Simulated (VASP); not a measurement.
## BAs (zincblende), PBE0 single-point calculation: Ansatz's output and VASP's

```
B As
1.0
     0.00000    2.39187    2.39187
     2.39187    0.00000    2.39187
     2.39187    2.39187    0.00000
B As
1 1
Cartesian
  0.0000 0.0000 0.0000
  1.1959 1.1959 1.1959
```

Ansatz printed

```
SCF 3 converged in 3 iterations: F = -5013.493985 eV  dr2 = 4.68e-9
  Residual-converged pass: ⟨swp⟩=2.6  Hψ=428  notcnv=0  max |occ|·‖R‖ = 2.4e-6 eV (tolerance 2.4e-6 eV)  dr2=4.68e-9  dr2_onsite=2.27e-9  max |Δocc| = 0.0e0
hybrid outer 2: dexx = +3.476e-7 eV, tail = 3.34e-8 eV, Δε = 2.02e-3 eV (about 1.07e-4 eV left of the loop's levels)
the search or the solves at the SCF's close seem to have found levels that the self-consistency loop had missed (the run counts 1). By its estimate they hold under 1e-12 electrons; where the run keeps them, the occupations were computed again with them
NSCF: frozen V_eff on 7 k-points
hybrid SCF converged: 2 outer / 9 inner (+2 warm-up), last move |dexx| = 3.48e-7 eV, tail = 3.34e-8 eV
Stability not checked: this state was not tested for a lower state beside it, because the functional holds exact exchange (a hybrid, or Hartree-Fock), whose exchange loop this test does not read (fock_operator; see scf.lower_state_search)
Free energy (F): -5013.493985 eV
Frozen-core exchange: fock
Harris-Foulkes:  -5013.493985 eV  (|F-HF|=8.29e-10)
Internal energy: -5013.493985 eV  (E = F + TS)
E sigma→0 (E₀):  -5013.493985 eV
Fermi energy:    10.344427 eV
--- Per-component energies (eV) ---
  E_band       = -265.404725
  E_kinetic    = 150.925858
  E_local      = -1697.249923  (includes V_loc(G=0)·N_el)
  E_nonlocal   = -658.481559
  E_hartree    = 942.241078
  E_xc         = -86.056353
  E_vxc        = -90.985163  (∫ρ·V_xc dr)
  E_exx        = -74.139208  (= α·E_x^exact, valence–valence)
  E_paw        = -1866.587449  (= ΣΔE_a)
  E_vpaw       = 294.183655  (= ΣTr[D̂ρ^β])
  E_aug_tail   = 0.000007  (compensation charges beyond the density's cutoff)
  E_ewald      = -1723.345208
  E_core_change = -0.801228  (= ΣΔE_core)
  E_smearing   = -0.000000  (= −TS)
  E_closure    = -0.000000  (closes the sum)
  Σ components = -5013.493985   (vs F -5013.493985, Δ=0.00e0)
--- Forces (eV/Å), atoms counted from 1 ---
  atom   1  B      0.00000000     0.00000000    -0.00000000
  atom   2  As     0.00000000    -0.00000000    -0.00000000
  max |Σ_I F_I| component: 5.24e-16 eV/Å
--- Stress (GPa, compression-positive) ---
       -1.165316      -0.000000      -0.000000
       -0.000000      -1.165316       0.000000
       -0.000000       0.000000      -1.165316
  P = ⅓ Tr σ = -1.1653 GPa (-11.653 kbar)
--- Band table (eV; the first three rows and the last of 16) ---
  k-point 0: bands = ["-29.0208", "-29.0208", "-29.0208", "-28.9940", "-28.9940", "-6.6679", "10.3444", "10.3444", "10.3444", "15.1304", "15.1304", "15.1304", "16.8503"]
  k-point 1: bands = ["-29.0200", "-29.0189", "-29.0189", "-28.9939", "-28.9939", "-6.1693", "7.1064", "9.6115", "9.6115", "15.2025", "16.0974", "16.0974", "18.8785"]
  k-point 2: bands = ["-29.0183", "-29.0158", "-29.0158", "-28.9929", "-28.9929", "-4.7699", "2.8653", "8.6739", "8.6739", "14.7412", "16.8201", "16.8201", "20.9836"]
  k-point 15: bands = ["-29.0210", "-29.0100", "-29.0053", "-28.9977", "-28.9903", "-1.8448", "1.1286", "4.6808", "4.8962", "15.6438", "15.9213", "20.9907", "21.2073"]
```

Datasets and cutoffs are each program's own. VASP's cell holds 8 valence electrons and Ansatz's 18. Ansatz's stress includes a Pulay correction; VASP's doesn't.

Question: What does VASP give for the same cell and level of theory?

Answer: gap between bands v and c 2.53 eV; least direct gap 4.79 eV; pressure -1.3 GPa.

From OUTCAR

```
k-points           NKPTS =     16   k-points in BZ     NKDIM =    216   number of bands    NBANDS=     11

   NELECT =       8.0000    total number of electrons

   dimension x,y,z NGX =    28 NGY =   28 NGZ =   28
   dimension x,y,z NGXF=    56 NGYF=   56 NGZF=   56

  energy-cutoff  :      520.00
  volume of cell :       27.37
      direct lattice vectors                 reciprocal lattice vectors
     0.000000000  2.391867608  2.391867608    -0.209041670  0.209041670  0.209041670
     2.391867608  0.000000000  2.391867608     0.209041670 -0.209041670  0.209041670
     2.391867608  2.391867608  0.000000000     0.209041670  0.209041670 -0.209041670

 k-points in reciprocal lattice and weights: KPOINTS created by Atomic Simulation Env
   0.00000000  0.00000000  0.00000000       0.005
   0.16666667  0.00000000  0.00000000       0.037
   0.33333333  0.00000000  0.00000000       0.037
   0.50000000  0.00000000  0.00000000       0.019
   0.16666667  0.16666667  0.00000000       0.028
   0.33333333  0.16666667  0.00000000       0.111
   0.50000000  0.16666667  0.00000000       0.111
  -0.33333333  0.16666667  0.00000000       0.111
   ...

 E-fermi :   5.4150

 k-point     1 :       0.0000    0.0000    0.0000
  band No.  band energies     occupation
      1     -11.6778      2.00000
      2       5.3349      2.00000
      3       5.3349      2.00000
      4       5.3349      2.00000
      5      10.1205      0.00000
      6      10.1205      0.00000
      7      10.1205      0.00000
      8      11.8592      0.00000
      9      16.6495      0.00000
     10      20.0950      0.00000
     11      20.0950      0.00000

 k-point     2 :       0.1667    0.0000    0.0000
  band No.  band energies     occupation
      1     -11.1781      2.00000
      2       2.1096      2.00000
      3       4.6009      2.00000
      4       4.6009      2.00000
      5      10.2007      0.00000
      6      11.0836      0.00000
      7      11.0836      0.00000
      8      13.8755      0.00000
      9      18.1589      0.00000
     10      18.3726      0.00000
     11      18.3726      0.00000

 k-point     3 :       0.3333    0.0000    0.0000
  band No.  band energies     occupation
      1      -9.7836      2.00000
      2      -2.1350      2.00000
      3       3.6698      2.00000
      4       3.6698      2.00000
      5       9.7424      0.00000
      6      11.8016      0.00000
      7      11.8016      0.00000
      8      15.9850      0.00000
      9      18.6924      0.00000
     10      19.2088      0.00000
     11      19.2088      0.00000

 k-point     4 :       0.5000    0.0000    0.0000
  band No.  band energies     occupation
      1      -8.4939      2.00000
      2      -4.4238      2.00000
      3       3.3201      2.00000
      4       3.3201      2.00000
      5       9.5605      0.00000
      6      11.7324      0.00000
      7      11.7324      0.00000
      8      16.0668      0.00000
      9      20.1086      0.00000
     10      21.9812      0.00000
     11      21.9812      0.00000

 k-point     5 :       0.1667    0.1667    0.0000
  band No.  band energies     occupation
      1     -11.0097      2.00000
      2       2.8415      2.00000
      3       3.4798      2.00000
      4       3.4798      2.00000
      5       9.0130      0.00000
      6      12.6747      0.00000
      7      12.6747      0.00000
      8      12.7680      0.00000
      9      16.7886      0.00000
     10      18.9771      0.00000
     11      20.7969      0.00000

 k-point     6 :       0.3333    0.1667    0.0000
  band No.  band energies     occupation
      1      -9.8948      2.00000
      2      -0.7262      2.00000
      3       2.4756      2.00000
      4       2.5786      2.00000
      5       9.5359      0.00000
      6      12.3921      0.00000
      7      13.4417      0.00000
      8      13.8636      0.00000
      9      18.4908      0.00000
     10      20.6559      0.00000
     11      21.1312      0.00000

 k-point     7 :       0.5000    0.1667    0.0000
  band No.  band energies     occupation
      1      -8.3094      2.00000
      2      -3.7852      2.00000
      3       1.3289      2.00000
      4       2.4842      2.00000
      5       9.8804      0.00000
      6      12.6080      0.00000
      7      13.4561      0.00000
      8      15.5116      0.00000
      9      18.9993      0.00000
     10      21.7907      0.00000
     11      22.0998      0.00000

 k-point     8 :      -0.3333    0.1667    0.0000
  band No.  band energies     occupation
      1      -8.8062      2.00000
      2      -2.9659      2.00000
      3       0.8972      2.00000
      4       3.2089      2.00000
      5      10.4342      0.00000
      6      12.6592      0.00000
      7      12.7588      0.00000
      8      15.9654      0.00000
      9      18.3237      0.00000
     10      19.3297      0.00000
     11      22.2718      0.00000

 ...

  Total       -0.2222907     -0.2222907     -0.2222907      0.0000000      0.0000000      0.0000000
  in kB      -13.0133898    -13.0133898    -13.0133898      0.0000000      0.0000000      0.0000000
  external PRESSURE =     -13.0133898 kB  Pullay stress =       0.0000000 kB

 POSITION                                       TOTAL-FORCE (eV/Angst)
 -----------------------------------------------------------------------------------
      0.00000      0.00000      0.00000         0.000000     -0.000000     -0.000000
      1.19593      1.19593      1.19593        -0.000000      0.000000      0.000000
 -----------------------------------------------------------------------------------
    total drift:                               -0.000000     -0.000000     -0.000000

  FREE ENERGIE OF THE ION-ELECTRON SYSTEM (eV)
  ---------------------------------------------------
  free  energy   TOTEN  =       -14.1588110614 eV

  energy  without entropy=      -14.1588110614  energy(sigma->0) =      -14.15881106
```
